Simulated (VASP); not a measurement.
# Native point defects of Co2Si

Wanted: a map of the native defects of Co2Si, all in one supercell and at one level. The start is a cell from a database of measured crystal structures.

Program: VASP 6.6.1. Level of theory: PBEsol, spin-polarised from a ferromagnetic start; plane waves and PAW (Co, Si), in the first sound run; inputs show where later runs differ. Results are calculated unless marked as measured.

## Step 1: The host crystal

It takes space group Pnma (No. 62, orthorhombic). Conventional cell: a = 4.918 Å, b = 3.738 Å, c = 7.109 Å, α = 90.00°, β = 90.00°, γ = 90.00°. Nearest to Co lie 5 Si at 2.32 to 2.62 Å and 5 Co at 2.54 to 2.65 Å. Nearest to Co lie 5 Si at 2.34 to 2.57 Å and 5 Co at 2.50 to 2.59 Å. Nearest to Si lie 10 Co at 2.32 to 2.62 Å. Farther neighbours are not listed.

## Step 2: Relaxing the host crystal

The later steps need the crystal at this functional's own lattice; a raised cutoff keeps the stress reliable while the cell changes.

The input, INCAR:

```
SYSTEM = Co2Si
PREC = Normal
ENCUT = 350
EDIFF = 1E-05
NELM = 120
ISMEAR = 1
SIGMA = 0.15
LREAL = Auto
ALGO = Normal
GGA = PS
NBANDS = 72
ISPIN = 2
MAGMOM = 2 2 2 2 2 2 2 2 0 0 0 0
LASPH = .TRUE.
LMAXMIX = 4
LORBIT = 11
LWAVE = .FALSE.
LCHARG = .FALSE.
KPAR = 2
NCORE = 4
IBRION = 2
NSW = 40
ISIF = 3
EDIFFG = -0.03
POTIM = 0.4
```

The input, POSCAR:

```
Co2Si
1.0
    4.9180000000      0.0000000000      0.0000000000
    0.0000000000      3.7380000000      0.0000000000
    0.0000000000      0.0000000000      7.1090000000
Co Si
8 4
Direct
    0.3260000000      0.7500000000      0.9380000000
    0.6740000000      0.2500000000      0.0620000000
    0.1740000000      0.2500000000      0.4380000000
    0.8260000000      0.7500000000      0.5620000000
    0.4620000000      0.7500000000      0.2820000000
    0.5380000000      0.2500000000      0.7180000000
    0.0380000000      0.2500000000      0.7820000000
    0.9620000000      0.7500000000      0.2180000000
    0.7980000000      0.7500000000      0.8890000000
    0.2020000000      0.2500000000      0.1110000000
    0.7020000000      0.2500000000      0.3890000000
    0.2980000000      0.7500000000      0.6110000000
```

The input, KPOINTS:

```
Automatic mesh
0
Gamma
3 4 2
0 0 0
```

The projector-augmented-wave data sets are Co and Si (PBE family, release 64).

On the command line:

```console
mpirun -np 8 vasp_std
```

The program printed:

```text
[banner, memory and clock lines left out]
running    8 mpi-ranks, on    1 nodes
 distrk:  each k-point on    4 cores,    2 groups
 distr:  one band on    4 cores,    1 groups

 POSCAR found type information on POSCAR CoSi
 POSCAR found :  2 types and      12 ions
|                                                                             |
|               ----> ADVICE to this user running VASP <----                  |
|                                                                             |
|     You enforced a specific xc type in the INCAR file but a different       |
|     [... a line on the potential file left out ...]
|     I HOPE YOU KNOW WHAT YOU ARE DOING!                                     |
|                                                                             |

 LDA part: xc-table for (Slater+PW92), standard interpolation
 POSCAR, INCAR and KPOINTS ok, starting setup
 FFT: planning ... GRIDC
 FFT: planning ... GRID_SOFT
 FFT: planning ... GRID
 WAVECAR not read
 entering main loop
       N       E                     dE             d eps       ncg     rms          rms(c)
DAV:   1     0.561256868828E+03    0.56126E+03   -0.26908E+04  3456   0.111E+03
DAV:   2    -0.451069928742E+02   -0.60636E+03   -0.55897E+03  3456   0.290E+02
DAV:   3    -0.101094066078E+03   -0.55987E+02   -0.49144E+02  3720   0.106E+02
DAV:   4    -0.103017121036E+03   -0.19231E+01   -0.19054E+01  3984   0.208E+01
DAV:   5    -0.103076716892E+03   -0.59596E-01   -0.59576E-01  4320   0.298E+00    0.386E+01
DAV:   6    -0.105685244060E+03   -0.26085E+01   -0.11540E+02  4200   0.111E+02    0.338E+01
DAV:   7    -0.921984416696E+02    0.13487E+02   -0.52579E+01  4048   0.822E+01    0.186E+01
DAV:   8    -0.957233966592E+02   -0.35250E+01   -0.16081E+01  4392   0.707E+01    0.271E+01
DAV:   9    -0.911237478790E+02    0.45996E+01   -0.46911E+00  4360   0.382E+01    0.435E+00
DAV:  10    -0.911449455989E+02   -0.21198E-01   -0.89498E-01  4096   0.576E+00    0.215E+00
DAV:  11    -0.911361780020E+02    0.87676E-02   -0.51595E-02  4840   0.163E+00    0.996E-01
DAV:  12    -0.911351239890E+02    0.10540E-02   -0.88774E-03  4448   0.685E-01    0.324E-01
DAV:  13    -0.911347894471E+02    0.33454E-03   -0.13760E-03  4160   0.289E-01    0.165E-01
DAV:  14    -0.911347709027E+02    0.18544E-04   -0.19207E-04  4424   0.114E-01    0.799E-02
DAV:  15    -0.911347768857E+02   -0.59830E-05   -0.56700E-05  3680   0.616E-02
   1 F= -.91134777E+02 E0= -.91135629E+02  d E =-.911348E+02  mag=     2.5356
 curvature:   0.00 expect dE= 0.000E+00 dE for cont linesearch  0.000E+00
 trial: gam= 0.00000 g(F)=  0.961E-02 g(S)=  0.124E+01 ort = 0.000E+00 (trialstep = 0.100E+01)
 search vector abs. value=  0.125E+01
 bond charge predicted
       N       E                     dE             d eps       ncg     rms          rms(c)
DAV:   1    -0.104257512950E+03   -0.13123E+02   -0.13576E+02  3856   0.978E+01    0.330E+01
DAV:   2    -0.101351480746E+03    0.29060E+01   -0.78335E+01  4008   0.100E+02    0.217E+01
DAV:   3    -0.923498834841E+02    0.90016E+01   -0.34927E+01  3936   0.630E+01    0.114E+01
DAV:   4    -0.923841941024E+02   -0.34311E-01   -0.59771E+00  4496   0.369E+01    0.107E+01
DAV:   5    -0.913766463283E+02    0.10075E+01   -0.11689E+00  4784   0.179E+01    0.363E+00
DAV:   6    -0.912573956796E+02    0.11925E+00   -0.21466E-01  4432   0.380E+00    0.138E+00
DAV:   7    -0.912354628951E+02    0.21933E-01   -0.27896E-02  3920   0.120E+00    0.394E-01
DAV:   8    -0.912347324716E+02    0.73042E-03   -0.31873E-03  3952   0.353E-01    0.218E-01
DAV:   9    -0.912347189492E+02    0.13522E-04   -0.15038E-04  5192   0.819E-02    0.962E-02
DAV:  10    -0.912347146803E+02    0.42689E-05   -0.18796E-04  3928   0.139E-01    0.432E-02
DAV:  11    -0.912347162552E+02   -0.15749E-05   -0.17548E-05  2112   0.298E-02
   2 F= -.91234716E+02 E0= -.91234668E+02  d E =-.999394E-01  mag=     0.7661
[... from here on, the cycles between the ionic steps are left out ...]
   3 F= -.91492008E+02 E0= -.91491551E+02  d E =-.357231E+00  mag=     1.2600
   4 F= -.91492147E+02 E0= -.91491688E+02  d E =-.357370E+00  mag=     1.2512
   5 F= -.91429671E+02 E0= -.91429667E+02  d E =-.294894E+00  mag=     0.9908
   6 F= -.91491957E+02 E0= -.91491618E+02  d E =-.357180E+00  mag=     1.2021
   7 F= -.91502041E+02 E0= -.91502043E+02  d E =-.100846E-01  mag=     1.1467
   8 F= -.91506101E+02 E0= -.91506609E+02  d E =-.141439E-01  mag=     1.0639
   9 F= -.91512043E+02 E0= -.91512713E+02  d E =-.594285E-02  mag=     1.0879
  10 F= -.91512284E+02 E0= -.91512976E+02  d E =-.618381E-02  mag=     1.0973
  11 F= -.91514814E+02 E0= -.91515668E+02  d E =-.252935E-02  mag=     1.0833
  12 F= -.91514898E+02 E0= -.91515715E+02  d E =-.261313E-02  mag=     1.0880
  13 F= -.91516197E+02 E0= -.91517117E+02  d E =-.129941E-02  mag=     1.0859
  14 F= -.91516582E+02 E0= -.91517592E+02  d E =-.168469E-02  mag=     1.0851
  15 F= -.91515480E+02 E0= -.91516460E+02  d E =0.110261E-02  mag=     1.1050
  16 F= -.91516490E+02 E0= -.91517481E+02  d E =0.917957E-04  mag=     1.0946
 curvature:  -0.58 expect dE=-0.104E-02 dE for cont linesearch -0.306E-03
 ZBRENT: interpolating
 opt :   0.3093  next Energy=   -91.516653 (dE=-0.703E-04)
 bond charge predicted
       N       E                     dE             d eps       ncg     rms          rms(c)
DAV:   1    -0.915174053011E+02   -0.91228E-03   -0.12975E-02  4120   0.821E-01    0.248E-01
DAV:   2    -0.915175072702E+02   -0.10197E-03   -0.66216E-03  4024   0.856E-01    0.221E-01
DAV:   3    -0.915171951711E+02    0.31210E-03   -0.29745E-03  4088   0.845E-01    0.284E-01
DAV:   4    -0.915166507742E+02    0.54440E-03   -0.11104E-03  4064   0.568E-01    0.420E-02
DAV:   5    -0.915166454455E+02    0.53286E-05   -0.16844E-04  3728   0.727E-02    0.267E-02
DAV:   6    -0.915166365585E+02    0.88871E-05   -0.88978E-06  1728   0.312E-02
  17 F= -.91516637E+02 E0= -.91517632E+02  d E =-.543002E-04  mag=     1.0904
 curvature:  -0.31 expect dE=-0.283E-03 dE for cont linesearch -0.472E-04
 trial: gam= 0.00000 g(F)=  0.239E-03 g(S)=  0.689E-03 ort =-0.639E-03 (trialstep = 0.104E+01)
 search vector abs. value=  0.928E-03
 reached required accuracy - stopping structural energy minimisation
```

Elapsed: 2.5 min, on 8 MPI ranks of AMD EPYC 7R43, shared host; peak memory 0.99 GiB.

Lines that name or quote the potential files are left out of all logs, and their timing lines are given in words.

Parts of OUTCAR (step 2):

```text
ion  position               nearest neighbor table
   1  0.326  0.750  0.938-  10 2.32  10 2.32  12 2.33   9 2.35   5 2.54   7 2.59   7 2.59   9 2.62
                             6 2.65   6 2.65   8 2.68   2 2.68   2 2.68
   2  0.674  0.250  0.062-   9 2.32   9 2.32  11 2.33  10 2.35   6 2.54   8 2.59   8 2.59  10 2.62
                             5 2.65   5 2.65   7 2.68   1 2.68   1 2.68
   3  0.174  0.250  0.438-  12 2.32  12 2.32  10 2.33  11 2.35   7 2.54   5 2.59   5 2.59  11 2.62
                             8 2.65   8 2.65   6 2.68   4 2.68   4 2.68
   4  0.826  0.750  0.562-  11 2.32  11 2.32   9 2.33  12 2.35   8 2.54   6 2.59   6 2.59  12 2.62
                             7 2.65   7 2.65   5 2.68   3 2.68   3 2.68
   5  0.462  0.750  0.282-  11 2.34  11 2.34  12 2.47   8 2.50   8 2.50   1 2.54  10 2.57  10 2.57
                             3 2.59   3 2.59   2 2.65   2 2.65   4 2.68
   6  0.538  0.250  0.718-  12 2.34  12 2.34  11 2.47   7 2.50   7 2.50   2 2.54   9 2.57   9 2.57
                             4 2.59   4 2.59   1 2.65   1 2.65   3 2.68
   7  0.038  0.250  0.782-   9 2.34   9 2.34  10 2.47   6 2.50   6 2.50   3 2.54  12 2.57  12 2.57
                             1 2.59   1 2.59   4 2.65   4 2.65   2 2.68
   8  0.962  0.750  0.218-  10 2.34  10 2.34   9 2.47   5 2.50   5 2.50   4 2.54  11 2.57  11 2.57
                             2 2.59   2 2.59   3 2.65   3 2.65   1 2.68
   9  0.798  0.750  0.889-   2 2.32   2 2.32   4 2.33   7 2.34   7 2.34   1 2.35   8 2.47   6 2.57
                             6 2.57   1 2.62
  10  0.202  0.250  0.111-   1 2.32   1 2.32   3 2.33   8 2.34   8 2.34   2 2.35   7 2.47   5 2.57
                             5 2.57   2 2.62
  11  0.702  0.250  0.389-   4 2.32   4 2.32   2 2.33   5 2.34   5 2.34   3 2.35   6 2.47   8 2.57
                             8 2.57   3 2.62
  12  0.298  0.750  0.611-   3 2.32   3 2.32   1 2.33   6 2.34   6 2.34   4 2.35   5 2.47   7 2.57
                             7 2.57   4 2.62

  LATTYP: Found a simple orthorhombic cell.
 ALAT       =     3.7380000000
 B/A-ratio  =     1.3156768325
 C/A-ratio  =     1.9018191546

 Subroutine GETGRP returns: Found  8 space group operations
 (whereof  2 operations were pure point group operations)

The static configuration has the point symmetry S_2 .
 The point group associated with its full space group is D_2h.

 Found     12 irreducible k-points:

   k-points           NKPTS =     12   k-points in BZ     NKDIM =     12   number of bands    NBANDS=     72

   dimension x,y,z NGX =    24 NGY =   18 NGZ =   36
   dimension x,y,z NGXF=    48 NGYF=   36 NGZF=   72

   ENCUT  =  350.0 eV  25.72 Ry    5.07 a.u.   7.50  5.70 10.84*2*pi/ulx,y,z

   NELECT =      88.0000    total number of electrons

 k-points in reciprocal lattice and weights: Automatic mesh
   0.00000000  0.00000000  0.00000000       0.042
   0.33333333  0.00000000  0.00000000       0.083
   0.00000000  0.25000000  0.00000000       0.083
   0.33333333  0.25000000  0.00000000       0.167
   0.00000000  0.50000000  0.00000000       0.042
   0.33333333  0.50000000  0.00000000       0.083
   0.00000000  0.00000000  0.50000000       0.042
   0.33333333  0.00000000  0.50000000       0.083
   0.00000000  0.25000000  0.50000000       0.083
   0.33333333  0.25000000  0.50000000       0.167
   0.00000000  0.50000000  0.50000000       0.042
   0.33333333  0.50000000  0.50000000       0.083

 average (electrostatic) potential at core
       1 -76.0266       2 -76.0266       3 -76.0266       4 -76.0266       5 -76.0498
       6 -76.0498       7 -76.0498       8 -76.0498       9 -76.8490      10 -76.8490
      11 -76.8490      12 -76.8490

 E-fermi :  12.0672

 spin component 1
 k-point     1 :       0.0000    0.0000    0.0000
  band No.  band energies     occupation
    ...
     42      11.6841      1.00091
     43      11.8528      1.03066
     44      11.9174      1.02495
     45      12.0206      0.74922
     46      12.0497      0.59799
     47      12.4905     -0.00024
     48      13.0169     -0.00000
     49      13.7315     -0.00000
     50      14.1301     -0.00000
     51      14.4928     -0.00000
    ...

 k-point     2 :       0.3333    0.0000    0.0000
  band No.  band energies     occupation
    ...
     42      11.6699      1.00058
     43      11.8750      1.03500
     44      11.9569      0.97145
     45      12.0094      0.80065
     46      12.0366      0.66856
     47      13.2501     -0.00000
     48      14.4385     -0.00000
     49      15.1177      0.00000
     50      15.2952      0.00000
     51      15.5324      0.00000
    ...

 k-point     3 :       0.0000    0.2500    0.0000
  band No.  band energies     occupation
    ...
     41      11.3636      1.00000
     42      11.6308      1.00015
     43      11.7712      1.00872
     44      11.9886      0.88281
     45      12.0376      0.66316
     46      12.4220     -0.00207
     47      12.5437     -0.00003
     48      12.8153     -0.00000
     49      13.2713     -0.00000
     50      13.3127     -0.00000
    ...

 k-point     4 :       0.3333    0.2500    0.0000
  band No.  band energies     occupation
    ...
     42      11.6670      1.00053
     43      11.7132      1.00212
     44      11.7862      1.01180
     45      12.0283      0.71133
     46      12.0666      0.50289
     47      12.5190     -0.00009
     48      13.0761     -0.00000
     49      13.4761     -0.00000
     50      13.8004     -0.00000
     51      14.4040     -0.00000
    ...

 k-point     5 :       0.0000    0.5000    0.0000
  band No.  band energies     occupation
    ...
     42      11.2142      1.00000
     43      11.6024      1.00005
     44      11.6024      1.00005
     45      12.0633      0.52179
     46      12.0633      0.52179
     47      12.1114      0.26215
     48      12.1114      0.26215
     49      13.8944     -0.00000
     50      13.8944     -0.00000
     51      14.3390     -0.00000
    ...

 k-point     6 :       0.3333    0.5000    0.0000
  band No.  band energies     occupation
    ...
     40      11.1398      1.00000
     41      11.4252      1.00000
     42      11.4252      1.00000
     43      11.6045      1.00006
     44      11.6045      1.00006
     45      12.1939     -0.00060
     46      12.1939     -0.00060
     47      12.2323     -0.03269
     48      12.2323     -0.03269
     49      13.3022     -0.00000
    ...

  Total       -0.1922245     -0.3328050     -0.2577944      0.0000000      0.0000000      0.0000000
  in kB       -2.5106943     -4.3468525     -3.3671197      0.0000000      0.0000000      0.0000000
  external PRESSURE =      -3.4082221 kB  Pullay stress =       0.0000000 kB

  energy-cutoff  :      350.00
  volume of cell :      122.67
      direct lattice vectors                 reciprocal lattice vectors
     4.796482058 -0.000000000  0.000000000     0.208486134 -0.000000000  0.000000000
     0.000000000  3.665193811  0.000000000     0.000000000  0.272836868  0.000000000
     0.000000000  0.000000000  6.977594247     0.000000000  0.000000000  0.143315871

 POSITION                                       TOTAL-FORCE (eV/Angst)
 -----------------------------------------------------------------------------------
      1.56583      2.74890      6.52425        -0.002897      0.000000     -0.016361
      3.23065      0.91630      0.45334         0.002897     -0.000000      0.016361
      0.83241      0.91630      3.03546         0.002897     -0.000000     -0.016361
      3.96408      2.74890      3.94214        -0.002897      0.000000      0.016361
      2.20532      2.74890      1.95124         0.004192     -0.000000      0.026432
      2.59116      0.91630      5.02635        -0.004192      0.000000     -0.026432
      0.19292      0.91630      5.44004        -0.004192      0.000000      0.026432
      4.60357      2.74890      1.53755         0.004192     -0.000000     -0.026432
      3.84093      2.74890      6.24121         0.023028     -0.000000     -0.005193
      0.95556      0.91630      0.73638        -0.023028      0.000000      0.005193
      3.35380      0.91630      2.75241        -0.023028      0.000000     -0.005193
      1.44268      2.74890      4.22518         0.023028     -0.000000      0.005193
 -----------------------------------------------------------------------------------
    total drift:                                0.000000      0.000000     -0.000000

  FREE ENERGIE OF THE ION-ELECTRON SYSTEM (eV)
  ---------------------------------------------------
  free  energy   TOTEN  =       -91.5166365585 eV

  energy  without entropy=      -91.5196236287  energy(sigma->0) =      -91.51763225

 reached required accuracy - stopping structural energy minimisation

 total charge
# of ion       s       p       d       tot
------------------------------------------
    1        0.476   0.631   7.527   8.634
    2        0.476   0.631   7.527   8.634
    3        0.476   0.631   7.527   8.634
    4        0.476   0.631   7.527   8.634
    5        0.460   0.606   7.472   8.537
    6        0.460   0.606   7.472   8.537
    7        0.460   0.606   7.472   8.537
    8        0.460   0.606   7.472   8.537
    9        0.732   0.927   0.000   1.659
   10        0.732   0.927   0.000   1.659
   11        0.732   0.927   0.000   1.659
   12        0.732   0.927   0.000   1.659
--------------------------------------------------
tot          6.669   8.654  59.996  75.319

 magnetization (x)
# of ion       s       p       d       tot
------------------------------------------
    1       -0.002  -0.005   0.135   0.128
    2       -0.002  -0.005   0.135   0.128
    3       -0.002  -0.005   0.135   0.128
    4       -0.002  -0.005   0.135   0.128
    5       -0.001  -0.004   0.172   0.167
    6       -0.001  -0.004   0.172   0.167
    7       -0.001  -0.004   0.172   0.167
    8       -0.001  -0.004   0.172   0.167
    9       -0.002  -0.007   0.000  -0.009
   10       -0.002  -0.007   0.000  -0.009
   11       -0.002  -0.007   0.000  -0.009
   12       -0.002  -0.007   0.000  -0.009
--------------------------------------------------
tot         -0.017  -0.064   1.228   1.147

[... 6 further parts left out ...]
```

The magnetic state follows from one typed start and may not be the lowest. The k-mesh is coarse for a metal. The PAW data sets were made with PBE, which is usual practice but a small mismatch for other functionals. The run keeps the 8 symmetry operations of its start, so it cannot find a distortion of lower symmetry.

[end of part 1 of 7]

[Lines on the potential files, build, host, timing and source positions are cut from VASP's logs without a mark.]

[Logs are printed without paths, hosts, clocks, repeated set-up lines and the standing remarks that a program may print on its own settings, such as how far it seeks lower states.]

[Hosts, paths, dates, database ids (printed as entryN), source tags and the programs' standing remarks are cut or masked in the printed files.]

[In band tables of VASP the shares of atoms and orbitals are scaled to a sum of 1 inside the atoms' spheres.]

[Runs that stopped without an error message from VASP are left out.]
